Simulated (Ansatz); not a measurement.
## Band table of Pd (bcc type)

```xyz
1
Lattice="-1.1565 1.1565 1.1565 1.1565 -1.1565 1.1565 1.1565 1.1565 -1.1565" Properties=species:S:1:pos:R:3 pbc="T T T"
Pd    0.0000    0.0000    0.0000
```

The cell comes from a relaxation on PAW files under the same functional, begun from a prototype that needn't be the stable phase.

All numbers are PBE results (scalar-relativistic) from Ansatz 0.2.0, with a Γ-centred 19×19×19 k mesh, Fermi–Dirac smearing of 0.08 eV, no spin polarisation. Methods: LAPW: all electrons, basis error target 1 meV/atom.

This run: volume at 0.4 of the series' base cell.

Path points, in fractions of the reciprocal vectors: Γ (0.000, 0.000, 0.000), H (0.500, -0.500, 0.500), N (0.000, 0.000, 0.500), P (0.250, 0.250, 0.250). The distance column jumps between branches of the path. Levels in eV from the Fermi level; bands 14 to 19, counted from the lowest band of the run. The gap is zero, the pressure 1529 GPa.

```
# k(1/Å) point b14 b15 b16 b17 b18 b19
0.000 Γ -14.32 -11.08 -11.08 -11.08 -4.64 -4.64
0.340 - -13.57 -11.07 -11.07 -10.77 -5.76 -4.24
0.679 - -11.83 -10.88 -10.88 -9.85 -8.39 -2.93
1.019 - -11.42 -10.51 -10.19 -10.19 -8.36 -0.46
1.358 - -14.25 -11.06 -8.77 -8.77 -6.39 2.98
1.698 - -16.61 -13.49 -6.58 -6.58 -4.10 6.55
2.037 - -18.36 -16.54 -3.74 -3.74 -1.78 9.90
2.377 - -19.43 -18.91 -0.75 -0.75 0.08 12.70
2.716 H -19.79 -19.79 0.82 0.82 0.82 13.92
2.957 - -19.54 -19.40 -0.43 -0.05 0.89 13.96
3.197 - -18.84 -18.28 -3.20 -2.13 1.07 14.00
3.437 - -17.82 -16.50 -6.35 -4.54 1.35 13.73
3.677 - -16.82 -14.14 -9.33 -6.45 1.70 12.63
3.917 - -16.41 -11.88 -11.31 -7.08 2.06 10.41
4.157 - -16.81 -13.82 -8.17 -6.22 2.37 7.34
4.397 - -17.43 -15.04 -4.96 -4.76 2.59 4.03
4.637 N -17.69 -15.46 -4.04 -2.96 1.98 2.67
4.877 - -17.47 -15.33 -4.24 -3.12 1.20 1.81
5.117 - -16.84 -14.94 -4.78 -3.50 -0.86 -0.32
5.357 - -15.85 -14.34 -5.50 -3.94 -3.57 -2.95
5.598 - -14.66 -13.56 -6.88 -5.64 -5.56 -4.30
5.838 - -13.58 -12.70 -9.25 -7.84 -6.01 -4.53
6.078 - -13.29 -11.89 -10.77 -9.59 -5.69 -4.62
6.318 - -13.95 -11.30 -11.07 -10.70 -5.00 -4.64
6.558 Γ -14.32 -11.08 -11.08 -11.08 -4.64 -4.64
6.852 - -13.79 -11.31 -11.31 -10.36 -4.89 -4.89
7.146 - -12.67 -12.01 -12.01 -7.94 -5.20 -5.20
7.440 - -12.93 -12.93 -11.43 -5.07 -5.07 -3.90
7.734 - -13.64 -13.64 -10.15 -4.54 -4.54 1.09
8.028 - -13.81 -13.81 -9.02 -3.84 -3.84 6.29
8.322 - -13.36 -13.36 -8.54 -3.21 -3.21 10.80
8.616 - -12.41 -12.41 -9.27 -2.79 -2.79 14.02
8.910 P -11.23 -11.23 -11.23 -2.64 -2.64 16.61
9.205 - -13.53 -10.27 -10.27 -2.78 -2.78 15.65
9.499 - -15.13 -10.17 -10.17 -3.02 -3.02 15.47
9.793 - -15.22 -11.38 -11.38 -2.94 -2.94 16.03
10.087 - -13.55 -13.55 -13.49 -2.38 -2.38 16.16
10.381 - -15.94 -15.94 -10.16 -1.49 -1.49 16.34
10.675 - -17.97 -17.97 -5.79 -0.45 -0.45 16.12
10.969 - -19.32 -19.32 -1.38 0.45 0.45 14.56
11.263 H -19.79 -19.79 0.82 0.82 0.82 13.92
13.615 P -11.23 -11.23 -11.23 -2.64 -2.64 16.61
13.785 - -12.30 -11.52 -9.98 -2.72 -2.66 15.35
13.955 - -13.21 -12.32 -8.59 -2.93 -2.69 13.81
14.125 - -13.95 -13.45 -7.04 -3.19 -2.74 12.10
14.295 - -14.71 -14.52 -5.36 -3.46 -2.80 10.27
14.464 - -15.90 -14.95 -3.70 -3.56 -2.86 8.36
14.634 - -16.86 -15.24 -3.88 -2.92 -1.67 6.39
14.804 - -17.48 -15.40 -4.00 -2.95 0.28 4.38
14.974 N -17.69 -15.46 -4.04 -2.96 1.98 2.67
```
